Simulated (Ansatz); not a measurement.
CH4 on a (110) slab of HfO2 (Fm-3m (No. 225)), 4 planes, outer planes HfO2 (top) and HfO2 (bottom), 1 a cell of 36.4 Å², relaxed and still whole (its atoms last):

```
CELL_PARAMETERS angstrom
7.17414 0.00000 0.00000
0.00000 5.07288 0.00000
0.00000 0.00000 25.18531
ATOMIC_POSITIONS crystal
Hf 0.25000 0.50000 0.31765
Hf 0.75000 0.50000 0.31765
O 0.50000 0.75000 0.31765
O 0.00000 0.75000 0.31765
O 0.50000 0.25000 0.31765
O 0.00000 0.25000 0.31765
Hf 0.50000 0.00000 0.38886
Hf 0.00000 0.00000 0.38886
O 0.75000 0.25000 0.38886
O 0.25000 0.25000 0.38886
O 0.75000 0.75000 0.38886
O 0.25000 0.75000 0.38886
Hf 0.74960 0.49964 0.46783
Hf 0.25036 0.50038 0.46786
O 0.99978 0.74753 0.46132
O 0.50033 0.74754 0.46168
O 0.00026 0.25253 0.46110
O 0.49959 0.25207 0.46186
Hf 0.00006 0.00076 0.52363
Hf 0.49996 0.99942 0.52465
O 0.24784 0.24206 0.53408
O 0.75163 0.24079 0.53383
O 0.24965 0.75981 0.53389
O 0.75072 0.75836 0.53413
C 0.50735 0.02358 0.64093
H 0.58308 0.87043 0.61855
H 0.42459 0.92403 0.67144
H 0.61023 0.15605 0.65869
H 0.41039 0.14269 0.61682
```

All numbers below come from Ansatz, DFT PBE+D3(BJ), scalar-relativistic, plane waves, PAW. Plane waves to 420 eV, a k mesh through Γ of 2×3×1 on the computed 29-atom cell and Gaussian smearing (0.05 eV); no spin polarisation. A dipole correction removes the field between periodic images along c.

It binds with 0.32 eV a molecule against the clean slab and the free molecule (no zero-point or thermal terms); its shortest contact is H–O 2.44 Å. Take first-order desorption with no barrier to adsorption, no reaction on the face and an assumed prefactor of 10^13 s⁻¹.

Task: How long does a molecule stay at 400 K?

Result: τ = ν⁻¹·exp(E/k_BT) with k_BT = 0.0345 eV: E/k_BT = 9.3, so τ ≈ 1×10^-9 s. At about one hit a site a second (10⁻⁶ mbar) the coverage is near τ × 1 s⁻¹, so a layer needs roughly 9×10^2 mbar.

Task: Where does its peak lie in a desorption experiment heated at 5 K/s?

Result: The peak obeys E/(k_B·T_p²) = (ν/β)·exp(−E/k_BT_p). Solving gives T_p ≈ 125 K (E/k_BT_p = 29.8). An error of 0.1 eV in E moves it by about 39 K, and larger molecules have larger prefactors, which lowers it.

Task: Is this physisorption or chemisorption?

Result: The tightest contact, C–Hf 2.93 Å, is 1.17 times the sum of covalent radii, and deformation and lateral interaction add up to +0.02 eV; about 0.02 e cross the plane between them. It lies between the two: closer or more distorted than a van der Waals contact, longer than a covalent bond.

The reference crystal is the fluorite-type form of HfO2, which isn't its usual structure.